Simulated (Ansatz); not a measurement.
**GaAs: electron localisation function with r2SCAN**

**Measured values to compare with.**

From “Evidence of valence band perturbations in GaAsN/GaAs(001): A combined variable-angle spectroscopic ellipsometry and modulated photoreflectance investigation”, 2008, arxiv:0805.2212, for a bulk crystal of GaAs at 300 K: band gap 1.418 ± 0.005 eV (direct).

GaAs:

```
As Ga
1.0
     0.00000    2.82685    2.82685
     2.82685    0.00000    2.82685
     2.82685    2.82685    0.00000
As Ga
1 1
Direct
  0.75000 0.75000 0.75000
  0.00000 0.00000 0.00000
```

* Program: Ansatz 0.2.0
* Task: electron localisation function
* Functional: r2SCAN
* Potentials or basis: Ansatz PAW
* Cutoff: 500 eV (not typed: the program's choice for these potentials)
* k mesh: 8 × 8 × 8
* Occupations: fixed
* Spin: spin-orbit coupling, no magnetisation

```json
{"Pressure": "0.5 GPa", "Band gap on the k mesh": "0.91 eV, direct"}
```

Levels at points of the mesh, in eV from the valence-band top:
| k point | band 26 | band 27 | band 28 | band 29 | band 30 | band 31 |
| --- | --- | --- | --- | --- | --- | --- |
| (0.00, 0.00, 0.00) | 0.00 | 0.00 | 0.00 | 0.91 | 0.91 | 3.82 |
| (0.00, 0.00, -0.50) | -1.40 | -1.19 | -1.19 | 1.27 | 1.27 | 4.85 |
| (0.00, -0.50, -0.50) | -2.93 | -2.84 | -2.84 | 1.66 | 1.66 | 1.85 |

It took 33 s on 1 thread of Arm Neoverse V1, on a shared host, peak memory 0.6 GiB.

Measured gap of GaAs: 1.418 eV (direct; 300 K; “Evidence of valence band perturbations in GaAsN/GaAs(001): A combined variable-angle spectroscopic ellipsometry and modulated photoreflectance investigation”, 2008, arxiv:0805.2212). This calculation gives 0.91 eV (-0.51 eV). 3 values of this kind are on record (1.412 to 1.51 eV); this one was drawn at random among those near their median, those with a stated uncertainty first. The value is that of r2SCAN on a finite k mesh, which can miss the band edges, without temperature or zero-point motion.

Caveat: the PAW data sets come from PBE, with cores solved anew for the run's functional, which leaves a small shift of forces and pressure.
